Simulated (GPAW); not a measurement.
# Al (Fm-3m) in GPAW: a series of runs, part 2 of 2

GPAW 26.7.0. The steps go on from the part before.

## (3) Band structure, PBE

Contents of run.py:

```python
from ase.dft.bandgap import bandgap
from ase.io import read, write
from ase.units import GPa
from gpaw import GPAW, PW

atoms = read('Al.xyz')

calc = GPAW(mode=PW(600),
            xc='PBE',
            kpts={'size': (11, 11, 11), 'gamma': True},
            occupations={'name': 'fermi-dirac', 'width': 0.05},
            nbands=7,
            convergence={'density': 1e-05, 'energy': 1e-05},
            maxiter=150,
            txt='gpaw.txt')
atoms.calc = calc
energy = atoms.get_potential_energy()
forces = atoms.get_forces()
stress = atoms.get_stress()
calc.write('gs.gpw')
write('result.traj', atoms)
print(f'Energy: {energy:.6f} eV')
print('Forces (eV/A):')
print(forces.round(4))
print('Stress (GPa):', (stress / GPa).round(3))
print('Fermi level:', round(calc.get_fermi_level(), 4), 'eV')
print(f'Gap: {bandgap(calc)[0]:.4f} eV, direct: {bandgap(calc, direct=True)[0]:.4f} eV')

path = atoms.cell.bandpath('GXWKGLUWLK,UX', npoints=60, eps=1e-4)
bs_calc = calc.fixed_density(kpts=path, symmetry='off', nbands=13,
                             convergence={'bands': 'CBM+6.0', 'eigenstates': 1e-6}, txt='bands.txt')
bs = bs_calc.band_structure()
bs.write('bs.json')
print(f'Gap on the path: {bandgap(bs_calc)[0]:.4f} eV')
```

Contents of Al.xyz:

```xyz
1
Lattice="0.0000000000 2.0248050000 2.0248050000 2.0248050000 0.0000000000 2.0248050000 2.0248050000 2.0248050000 0.0000000000" Properties=species:S:1:pos:R:3 pbc="T T T"
Al     0.0000000000      0.0000000000      0.0000000000
```

Potentials or basis: GPAW PAW data sets (gpaw-data 1.2.1), pw.

The run is started by

```
$ OMP_NUM_THREADS=1 python run.py
```

gpaw.txt:

```text
__  _  _
 | _ |_)|_||  |
 |__||  | ||/\| - 26.7.0

Input parameters:
  mode=PW(ecut=600.0),
  convergence={'density': 1e-05, 'energy': 1e-05},
  kpts=MonkhorstPack(size=(11, 11, 11), gamma=True),
  maxiter=150,
  nbands=7,
  occupations=Occupations(name='fermi-dirac', width=0.05),
  xc=XC(name='PBE')

Diagonalizing LCAO Hamiltonian
Converting LCAO to pw mode

       Al

Atoms  # Å, Bohr magnetons
|   | symbol |        x |        y |        z |    initial magnetic moments |
|---|--------|----------|----------|----------|-----------------------------|
| 0 |     Al | 0.000000 | 0.000000 | 0.000000 | ( 0.0000,  0.0000,  0.0000) |

Unit cell  # Å
| periodic |        x |        y |        z |  lengths |    angles |
|----------|----------|----------|----------|----------|-----------|
|      yes | 0.000000 | 2.024805 | 2.024805 | 2.863507 | 60.000000 |
|      yes | 2.024805 | 0.000000 | 2.024805 | 2.863507 | 60.000000 |
|      yes | 2.024805 | 2.024805 | 0.000000 | 2.863507 | 60.000000 |

Number of symmetries: 48
Symmetry operations  # r_c * U_cc + t_c -> r_c
|    | kind |            matrix            |
[... 164 lines left out ...]
|iter:   6| |   -3.745562c| -6.56 | -3.35 |
|iter:   7| |   -3.745562c| -8.58c| -4.63 |
|iter:   8| |   -3.745562c| -9.15c| -5.11c|

Converged in 8 steps
Energy contributions relative to reference atoms: (reference = -6603.423265)

Energy contributions:
  Kinetic:           3.525570
  Coulomb:          -1.672741
  Zero:             -0.006300
  External:          0.000000
  Xc:               -5.590088
  Entropy:          -0.004007
  Spinorbit:         0.000000
  ----------------------------
  Free energy:      -3.747566
  Extrapolated:     -3.745562

dipole moment: (-6.948272, -6.948272, -6.948272)  # |e|*Ang

Fermi level: 7.112
Eigenvalues  # (at kpt = [0.000, 0.000, 0.000])
| band index |      eig [eV] | occ [0-2] |
|------------|---------------|-----------|
|          0 |        -3.995 |     2.000 |
|          1 |        19.693 |     0.000 |
|          2 |        19.693 |     0.000 |
|          3 |        19.693 |     0.000 |
|          4 |        21.141 |     0.000 |
|          5 |        21.141 |     0.000 |
|          6 |        21.141 |     0.000 |

No gap
No difference between direct/indirect transitions

Forces  # eV/Ang
|       x |       y |        z |
|---------|---------|----------|
| 0.00000 | 0.00000 | -0.00000 |  # Al   0

Stress tensor  # eV/Ang^3
|         x |         y |         z |
|-----------|-----------|-----------|
|  0.001890 | -0.000000 |  0.000000 |
| -0.000000 |  0.001890 | -0.000000 |
|  0.000000 | -0.000000 |  0.001890 |

# Writing to gs.gpw (mode='')
```

stdout:

```text
Energy: -3.745562 eV
Forces (eV/A):
[[ 0.  0. -0.]]
Stress (GPa): [ 0.303  0.303  0.303 -0.     0.    -0.   ]
Fermi level: 7.1124 eV
Gap: 0.0000 eV, direct: 0.0000 eV
Gap on the path: 0.0000 eV
```

Wall time 11 s (1 thread of Arm Neoverse V1, shared host); peak memory 0.14 GiB.

Results:

```
Free energy             : -3.7476 eV
Pressure                : -0.3 GPa
Band gap along the path : none (metal or under the smearing width)
```

Levels at the corners of the path, in eV from the Fermi level:
```
point  band 1  band 2  band 3  band 4  band 5
    Γ  -11.11   12.58   12.58   12.58   14.03
    X   -2.92   -1.61    5.24    5.56    5.56
    W   -0.85   -0.85    0.17    1.07   15.80
    K   -1.89   -1.36   -0.42    6.53    8.17
    Γ  -11.11   12.58   12.58   12.58   14.03
    L   -4.58   -4.38   11.35   11.35   11.42
    U   -1.89   -1.36   -0.42    6.53    8.17
    W   -0.85   -0.85    0.17    1.07   15.80
    L   -4.58   -4.38   11.35   11.35   11.42
    K   -1.89   -1.36   -0.42    6.53    8.17
    U   -1.89   -1.36   -0.42    6.53    8.17
    X   -2.92   -1.61    5.24    5.56    5.56
```

## (4) Band structure, LDA

Edit run.py of step 3 so:

```diff
@@ -2,4 +2,5 @@
 from ase.io import read, write
-from ase.units import GPa
+from ase.units import Bohr, GPa
 from gpaw import GPAW, PW
+from gpaw.elf import elf_from_dft_calculation
 
@@ -8,3 +9,3 @@
 calc = GPAW(mode=PW(600),
-            xc='PBE',
+            xc='LDA',
             kpts={'size': (11, 11, 11), 'gamma': True},
@@ -28,2 +29,7 @@
 
+# fields on the real-space grid
+write('density.cube', atoms, data=calc.get_pseudo_density() * Bohr**3)
+write('potential.cube', atoms, data=calc.get_electrostatic_potential())
+write('elf.cube', atoms, data=elf_from_dft_calculation(calc).data)
+
 path = atoms.cell.bandpath('GXWKGLUWLK,UX', npoints=60, eps=1e-4)
```

Al.xyz is that of step 3.

Potentials or basis: the program's PAW data sets (release 1.2.1) made for this functional, pw.

The run is started by

```
$ OMP_NUM_THREADS=1 python run.py
```

Wall time 11 s (1 thread of Arm Neoverse V1, shared host); peak memory 0.14 GiB.

The run converged. Its results:

```
Free energy             : -4.1804 eV
Pressure                : -3.5 GPa
Band gap along the path : none (metal or under the smearing width)
```

Levels at the corners of the path, in eV from the Fermi level:
```
point  band 1  band 2  band 3  band 4  band 5
    Γ  -11.08   12.54   12.54   12.54   13.81
    X   -2.90   -1.63    5.28    5.51    5.51
    W   -0.83   -0.83    0.21    0.94   15.74
    K   -1.87   -1.34   -0.47    6.46    8.13
    Γ  -11.08   12.54   12.54   12.54   13.81
    L   -4.54   -4.41   11.17   11.17   11.41
    U   -1.87   -1.34   -0.47    6.46    8.13
    W   -0.83   -0.83    0.21    0.94   15.74
    L   -4.54   -4.41   11.17   11.17   11.41
    K   -1.87   -1.34   -0.47    6.46    8.13
    U   -1.87   -1.34   -0.47    6.46    8.13
    X   -2.90   -1.63    5.28    5.51    5.51
```

## (5) Band structure, PBEsol

Edit run.py of step 4 so:

```diff
@@ -1,11 +1,18 @@
+from ase import Atoms
 from ase.dft.bandgap import bandgap
-from ase.io import read, write
-from ase.units import Bohr, GPa
-from gpaw import GPAW, PW
-from gpaw.elf import elf_from_dft_calculation
+from ase.io import write
+from ase.units import GPa
+from gpaw import GPAW, PW, setup_paths
 
-atoms = read('Al.xyz')
+setup_paths.insert(0, '.')
+
+atoms = Atoms(['Al'],
+              cell=[[0.0, 2.024805, 2.024805],
+                    [2.024805, 0.0, 2.024805],
+                    [2.024805, 2.024805, 0.0]],
+              scaled_positions=[[0.0, 0.0, 0.0]],
+              pbc=True)
 
 calc = GPAW(mode=PW(600),
-            xc='LDA',
+            xc='PBEsol',
             kpts={'size': (11, 11, 11), 'gamma': True},
@@ -29,7 +36,2 @@
 
-# fields on the real-space grid
-write('density.cube', atoms, data=calc.get_pseudo_density() * Bohr**3)
-write('potential.cube', atoms, data=calc.get_electrostatic_potential())
-write('elf.cube', atoms, data=elf_from_dft_calculation(calc).data)
-
 path = atoms.cell.bandpath('GXWKGLUWLK,UX', npoints=60, eps=1e-4)
```

Potentials or basis: PAW data sets generated in the run's folder for this functional, pw.

The run is started by

```
$ gpaw-setup -f PBEsol Al
$ OMP_NUM_THREADS=1 python run.py
```

Wall time 12 s (1 thread of Arm Neoverse V1, shared host); peak memory 0.14 GiB.

The run converged. Its results:

```yaml
Free_energy: -4.0937 eV
Pressure: -1.8 GPa
Band_gap_along_the_path: none (metal or under the smearing width)
```

Levels at the corners of the path, in eV from the Fermi level:
| point | band 1 | band 2 | band 3 | band 4 | band 5 |
| --- | --- | --- | --- | --- | --- |
| Γ | -11.10 | 12.58 | 12.58 | 12.58 | 14.00 |
| X | -2.92 | -1.62 | 5.25 | 5.56 | 5.56 |
| W | -0.85 | -0.85 | 0.16 | 1.06 | 15.80 |
| K | -1.88 | -1.36 | -0.42 | 6.52 | 8.17 |
| Γ | -11.10 | 12.58 | 12.58 | 12.58 | 14.00 |
| L | -4.58 | -4.38 | 11.33 | 11.33 | 11.41 |
| U | -1.88 | -1.36 | -0.42 | 6.52 | 8.17 |
| W | -0.85 | -0.85 | 0.16 | 1.06 | 15.80 |
| L | -4.58 | -4.38 | 11.33 | 11.33 | 11.41 |
| K | -1.88 | -1.36 | -0.42 | 6.52 | 8.17 |
| U | -1.88 | -1.36 | -0.42 | 6.52 | 8.17 |
| X | -2.92 | -1.62 | 5.25 | 5.56 | 5.56 |

## (6) Band structure, RPBE

Edit run.py of step 5 so:

```diff
@@ -4,5 +4,3 @@
 from ase.units import GPa
-from gpaw import GPAW, PW, setup_paths
-
-setup_paths.insert(0, '.')
+from gpaw import GPAW, PW
 
@@ -16,3 +14,3 @@
 calc = GPAW(mode=PW(600),
-            xc='PBEsol',
+            xc='RPBE',
             kpts={'size': (11, 11, 11), 'gamma': True},
@@ -36,3 +34,3 @@
 
-path = atoms.cell.bandpath('GXWKGLUWLK,UX', npoints=60, eps=1e-4)
+path = atoms.cell.bandpath('GXWKGLUWLK,UX', npoints=80, eps=1e-4)
 bs_calc = calc.fixed_density(kpts=path, symmetry='off', nbands=13,
```

Potentials or basis: the program's PAW data sets (release 1.2.1) made for this functional, pw.

The run is started by

```
$ OMP_NUM_THREADS=1 python run.py
```

Run time: 12 s. Hardware: 1 thread of Arm Neoverse V1, shared host; peak memory 0.15 GiB.

The run converged. Its results:

| Property | Result |
| --- | --- |
| Free energy | -3.4932 eV |
| Pressure | 1.2 GPa |
| Band gap along the path | none (metal or under the smearing width) |

Levels at the corners of the path, in eV from the Fermi level:
| point | band 1 | band 2 | band 3 | band 4 | band 5 |
| --- | --- | --- | --- | --- | --- |
| Γ | -11.11 | 12.59 | 12.59 | 12.59 | 14.14 |
| X | -2.94 | -1.59 | 5.21 | 5.59 | 5.59 |
| W | -0.86 | -0.86 | 0.14 | 1.15 | 15.82 |
| K | -1.90 | -1.38 | -0.38 | 6.56 | 8.19 |
| Γ | -11.11 | 12.59 | 12.59 | 12.59 | 14.14 |
| L | -4.61 | -4.36 | 11.42 | 11.42 | 11.43 |
| U | -1.90 | -1.38 | -0.38 | 6.56 | 8.19 |
| W | -0.86 | -0.86 | 0.14 | 1.15 | 15.82 |
| L | -4.61 | -4.36 | 11.42 | 11.42 | 11.43 |
| K | -1.90 | -1.38 | -0.38 | 6.56 | 8.19 |
| U | -1.90 | -1.38 | -0.38 | 6.56 | 8.19 |
| X | -2.94 | -1.59 | 5.21 | 5.59 | 5.59 |

## (7) Overview

| task | level | potentials or basis | cell | cutoff (eV) | eigensolver | convergence | supercell | supercell k mesh | displacement | pressure (GPa) |
| --- | --- | --- | --- | --- | --- | --- | --- | --- | --- | --- |
| qha | OLYP+D4 | PAW data sets generated in the run's folder for this functional, pw | relaxed | 510 | davidson | density=1e-06 eigenstates=1e-09 | 2 × 2 × 2 | 6 × 6 × 6 | 0.01 | 0.0 |
| band structure | PBE | GPAW PAW data sets (gpaw-data 1.2.1), pw | as given | 600 | - | - | - | - | - | -0.3 |
| band structure | LDA | the program's PAW data sets (release 1.2.1) made for this functional, pw | as given | 600 | - | - | - | - | - | -3.5 |
| band structure | PBEsol | PAW data sets generated in the run's folder for this functional, pw | as given | 600 | - | - | - | - | - | -1.8 |
| band structure | RPBE | the program's PAW data sets (release 1.2.1) made for this functional, pw | as given | 600 | - | - | - | - | - | 1.2 |

Alike in all rows: no spin polarisation; k mesh 11 × 11 × 11; smearing fermi-dirac 0.05 eV.

Caveats: the cutoff is short for stress and forces, so pressures can be off by a GPa or more (some runs); the density grid can change from cell to cell, which puts small steps into energies and stress (some runs); pairwise dispersion overbinds metals, which lowers pressure and volume (some runs).

Absolute energies hang on the potentials; compare differences alone.
